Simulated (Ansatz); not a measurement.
Write the native input for Ansatz 0.2.0 that does the following.

| Quantity | Value |
| --- | --- |
| Task | relaxation of cell and atoms |
| Functional | HSEsol |
| Potentials or basis | Ansatz PAW |
| Cutoff | 420 eV (not typed: the program's choice for these potentials) |
| k mesh | 4 × 4 × 4 |
| Occupations | fermi-dirac, width 0.05 eV |
| Spin | no spin polarisation |

MgTe:

```
Te Mg
1.0
     0.00000    3.23200    3.23200
     3.23200    0.00000    3.23200
     3.23200    3.23200    0.00000
Te Mg
1 1
Cartesian
  1.6160 1.6160 1.6160
  0.0000 0.0000 0.0000
```

The cell comes from a database or a generator and needn't be the stable form of this composition.

One way to write it, as run:

input

```
crystal:
  lattice:
    - [0.0, 3.2319988239, 3.2319988239]
    - [3.2319988239, 0.0, 3.2319988239]
    - [3.2319988239, 3.2319988239, 0.0]
  atoms:
    - { symbol: Te, position: [0.25, 0.25, 0.25] }
    - { symbol: Mg, position: [0.0, 0.0, 0.0] }
hamiltonian:
  xc:
    exchange: hjs_pbesol
    correlation: pbesol
    exx: { coeff: 0.25, omega: 0.207 }
  pseudopotentials: { kind: paw }
kpoints:
  mp_grid: { grid: [4, 4, 4] }
scf:
  occupations: { method: fermi_dirac, width: 0.05 }
output:
  forces: true
  stress: true
  eigenvalues: true
relax:
  f_tol: 0.01
  max_steps: 40
  cell: { stress_tol: 0.05 }
```

Results of the run:

| Property | Result |
| --- | --- |
| Relaxed volume | 33.16 Å³/atom |
| Relaxed cell | a = 4.543 Å, b = 4.543 Å, c = 4.543 Å, α = 60.00°, β = 60.00°, γ = 60.00° |
| Space group after relaxing (to 0.05 Å) | F-43m (No. 216) |
| Energy gained by relaxing | 1.3 meV/atom |
| Ionic steps | 4 |
| Pressure after relaxing | 0.0 GPa |
| Band gap on the k mesh | 3.25 eV, direct |

Caveat: the k mesh is coarse (spacing up to 0.42 Å⁻¹), so the values aren't converged, least of all with exact exchange; the plane-wave basis is chosen anew once the cell has moved, so the energies of steps on either side of that aren't comparable; spin-orbit coupling is left out, which moves the levels of the heavy elements; the PAW data sets come from PBE, with cores solved anew for the run's functional, which leaves a small shift of forces and pressure.

It took 52 s on 1 × NVIDIA H100 80GB HBM3 with 2 threads of AMD EPYC 7R13 Processor (Zen 3), on a shared host, peak memory 1.5 GiB.
